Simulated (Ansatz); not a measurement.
Crystal: FeO.

```
Fe O
1.0
     1.51768    0.87623    2.51579
    -1.51768    0.87623    2.51579
     0.00000   -1.75247    2.51579
Fe O
1 1
Direct
  0.00000 0.00000 0.00000
  0.50000 0.50000 0.50000
```

Program: Ansatz 0.2.0. Alike in all runs: task projected density of states; potentials or basis Ansatz PAW; spin collinear, ferromagnetic start; cell as given; k mesh 11 × 11 × 11; cutoff (eV) 420; smearing fermi-dirac 0.05 eV.

Question: Order these runs on this cell by their band gap on the k mesh, lowest first.
A. level LDA+U; U Fe d U = 3 eV; hubbard projectors ortho-atomic (the default); double counting fll (the default)
B. level LDA
C. level LDA+U; U Fe d U = 4 eV; hubbard projectors ortho-atomic (the default); double counting fll (the default)
D. level LDA+U; U Fe d U = 6 eV; hubbard projectors ortho-atomic (the default); double counting fll (the default)
E. level LDA+U; U Fe d U = 8 eV; hubbard projectors ortho-atomic (the default); double counting fll (the default)

Answer: B (metal), A (0.50 eV), C (0.96 eV), D (1.23 eV), E (1.40 eV).

Caveats: a cell with one magnetic atom can't hold antiferromagnetic order, which such compounds often take; the density of states is complete only up to the lowest level of the last band computed; the magnetic or orbital state may not be the lowest (some runs); odd divisions of the mesh miss points on the zone boundary, where band edges often lie, so the gap on the mesh can be too wide (some runs); semilocal functionals often make such compounds metallic where correlation or magnetic order opens a gap, which also shifts bond lengths (some runs).

A k mesh can miss the band edges.

Runs at the PBE level aren't shown here.
